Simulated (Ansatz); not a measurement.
**Sn: do energies and stresses tell the same story?**

These are results of Ansatz, DFT PBE, scalar-relativistic, plane waves, PAW, not measurements.

Cutoff 420 eV; k points 14×14×14 on the computed 2-atom cell (Γ-centred); Gaussian smearing, width 0.10 eV; no spin polarisation.

Relaxed cell: I4_1/amd, a = 5.929 Å, b = 5.929 Å, c = 3.233 Å, α = 90.00°, β = 90.00°, γ = 90.00°, 2 atoms in the primitive cell.

Energies at zero smearing and pressures from the stress tensor, at volumes with shape and atoms relaxed:
```json
{"V (Å³/atom)": "26.702", "E − E(first) (meV/atom)": "0.00", "P (GPa)": "3.41"}
{"V (Å³/atom)": "27.554", "E − E(first) (meV/atom)": "-12.91", "P (GPa)": "1.55"}
{"V (Å³/atom)": "28.406", "E − E(first) (meV/atom)": "-16.81", "P (GPa)": "0.00"}
{"V (Å³/atom)": "29.258", "E − E(first) (meV/atom)": "-13.18", "P (GPa)": "-1.29"}
{"V (Å³/atom)": "30.111", "E − E(first) (meV/atom)": "-3.25", "P (GPa)": "-2.38"}
```

Problem. Check P = −dE/dV between neighbouring volumes, and get the bulk modulus from the pressures alone.

Solution. With 1 eV/Å³ = 160.2 GPa:
```json
{"middle V (Å³/atom)": "27.128", "−ΔE/ΔV (GPa)": "2.428", "mean P (GPa)": "2.480"}
{"middle V (Å³/atom)": "27.980", "−ΔE/ΔV (GPa)": "0.733", "mean P (GPa)": "0.779"}
{"middle V (Å³/atom)": "28.832", "−ΔE/ΔV (GPa)": "-0.682", "mean P (GPa)": "-0.646"}
{"middle V (Å³/atom)": "29.685", "−ΔE/ΔV (GPa)": "-1.867", "mean P (GPa)": "-1.839"}
```

The two differ by 0.05 GPa at most. The mean of two end pressures misses the average over a step by about ΔV² P″/12, up to 0.03 GPa here; with that taken off 0.03 GPa remains. The stress is the derivative of the free energy, not of the energy at zero smearing, and with free energies 0.00 GPa remains. Around V = 28.406 Å³/atom, the two neighbours give B = −V ΔP/ΔV = 28.406 × 2.85 / 1.704 = 47.5 GPa, against B0 = 47.2 GPa from the Birch–Murnaghan fit of the energies.